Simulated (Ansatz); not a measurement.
# BN: the cost of one run

All numbers are computed with the Python package of Ansatz 0.2.0. Level of theory: DFT LDA, all-electron LAPW.

## (1) Starting point

The structure is orthorhombic, space group Fmm2 (No. 42). Conventional cell: a = 2.503 Å, b = 6.991 Å, c = 4.332 Å, α = 90.00°, β = 90.00°, γ = 90.00°. Around B (site symmetry mm2) lie 3 N at 1.44 Å. N (site symmetry mm2) has 3 B at 1.44 Å as nearest neighbours.

No structure file is read: the coordinates are typed or built in the script.

## (2) Script

Input file bn_eos_lapw.py:

```python
# -*- coding: utf-8 -*-
import ansatz as az
from ase.eos import EquationOfState
from ase.units import GPa
import numpy as np

config = {
    'functional': 'LDA',
    'smearing': 'fixed',
    'kgrid': (8, 8, 8),
}

vectors0 = np.array([
    [0.0, 3.49532, 2.16609],
    [1.25163, 0.0, 2.16609],
    [1.25163, 3.49532, 0.0],
])
sites = [
    ('B', (5e-05, 5e-05, 0.99995)),
    ('N', (2 / 3, 2 / 3, 1 / 3)),
]


def on_lattice(cell):
    crystal = az.Crystal(lattice=az.Lattice.of(cell))
    for symbol, position in sites:
        crystal = crystal.atom(symbol, position)
    return crystal

volumes, energies = [], []
for scale in np.linspace(0.94, 1.06, 7):
    cell = vectors0 * scale ** (1 / 3)
    model = (
        on_lattice(cell).calculation()
        .functional(config['functional'])
        .occupations(config['smearing'])
        .kpoints(*config['kgrid'])
        .pseudopotentials('all_electron', lapw=True)
    )
    summary = model.run().report
    volumes.append(abs(np.linalg.det(cell)) / len(sites))
    energies.append(summary['free_energy_ev'] / len(sites))
    print(f'{scale:.3f} {volumes[-1]:9.4f} A^3/atom {energies[-1]:16.5f} eV/atom  (estimated basis error {1000 * summary["lapw_basis_errors"]["total_ev_per_atom"]:.2f} meV/atom)')
v0, e0, bulk = EquationOfState(volumes, energies, eos='birchmurnaghan').fit()
print(f'V0 = {v0:.4f} A^3/atom, B0 = {bulk / GPa:.1f} GPa')
```

## (3) The input behind the calls

The engine receives this input (first run):

```yaml
crystal:
  lattice:
    - [0.0, 3.4239669175156764, 2.1218716742276906]
    - [1.2260793612516583, 0.0, 2.1218716742276906]
    - [1.2260793612516583, 3.4239669175156764, 0.0]
  atoms:
    - { symbol: B, position: [5.0e-05, 5.0e-05, 0.99995] }
    - { symbol: "N", position: [0.6666666666666666, 0.6666666666666666, 0.3333333333333333] }
kpoints:
  mp_grid:
    grid: [8, 8, 8]
hamiltonian:
  xc: lda
  pseudopotentials:
    kind: all_electron
    lapw: {}
scf:
  occupations:
    method: fixed
```

## (4) Launch

Run with:

```
$ python bn_eos_lapw.py
```

What time and memory should one allow on 1 thread of Arm Neoverse V2, shared host?

About 2 min, with a peak of 0.44 GiB.
